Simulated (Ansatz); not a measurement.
Theory: Ansatz, DFT PBE, scalar-relativistic, plane waves, PAW. All cells share a 420 eV cutoff and Γ-centred k meshes spaced at most about 0.3 Å⁻¹ (about 0.25 or finer for metals, 2π included). No spin polarisation in the final relaxations.

Temperature and zero-point effects are left out.

Compare these two cells of Sn3Ge2, each relaxed at this level.

A.

```
CELL_PARAMETERS angstrom
-1.72607 1.72607 10.26537
1.72607 -1.72607 10.26537
1.72607 1.72607 -10.26537
ATOMIC_POSITIONS crystal
Sn 0.80940 0.80940 0.00000
Sn 0.00000 0.00000 0.00000
Sn 0.19060 0.19060 0.00000
Ge 0.40224 0.40224 0.00000
Ge 0.59776 0.59776 0.00000
```

B.

```
CELL_PARAMETERS angstrom
-1.73191 1.73191 10.16442
1.73191 -1.73191 10.16442
1.73191 1.73191 -10.16442
ATOMIC_POSITIONS crystal
Sn 0.88545 0.88545 0.00000
Sn 0.11455 0.11455 0.00000
Sn 0.50000 0.50000 0.00000
Ge 0.28541 0.28541 0.00000
Ge 0.71459 0.71459 0.00000
```

Question: Which placement of the atoms is lower in energy, and by how much?

Answer: B is lower, by 14 meV/atom. The two share one framework of sites and differ in which element sits where. A has space group I4/mmm (No. 139), 24.5 Å³/atom and no gap on its mesh; B has Sn and Ge ordered on bcc sites, space group I4/mmm (No. 139), 24.4 Å³/atom and no gap. Counting Ge atoms around Sn (those within 1.25 times the shortest such distance or 1.15 times the sum of covalent radii; the shortest distance is added where it is long for a bond; a slash parts the counts of unlike sites), A has Sn 4 from 3.1 Å/8 from 3.2 Å and B has Sn 2 from 4.4 Å/4+1 from 3.2 Å. Even the lower one lies +0.17 eV/atom against the reference forms of the elements (uncorrected), so neither is stable at this level. In A, Sn on a site of symmetry 4mm is surrounded by 4 Ge at 3.10 Å, 8 Sn at 3.45 Å and 1 Sn at 3.91 Å; Sn on a site of symmetry 4/mmm has 8 Ge at 3.16 Å, 4 Sn at 3.45 Å and 2 Sn at 3.91 Å; Ge has 8 Sn at 3.10–3.16 Å and 4 Ge at 3.45 Å. In B, Sn on a site of symmetry 4mm has 4 Ge at 3.18 Å, 8 Sn at 3.38–3.46 Å and 1 Ge at 3.47 Å; around Sn on a site of symmetry 4/mmm lie 12 Sn at 3.38–3.46 Å; Ge has 4 Ge at 2.84 Å, 4 Sn at 3.18 Å, 4 Ge at 3.46 Å and 1 Sn at 3.47 Å. Both come from invented guesses.

The k mesh leaves some 4 meV/atom of noise in the energy of each metallic cell. Cells relaxed within their symmetry can be saddle points.
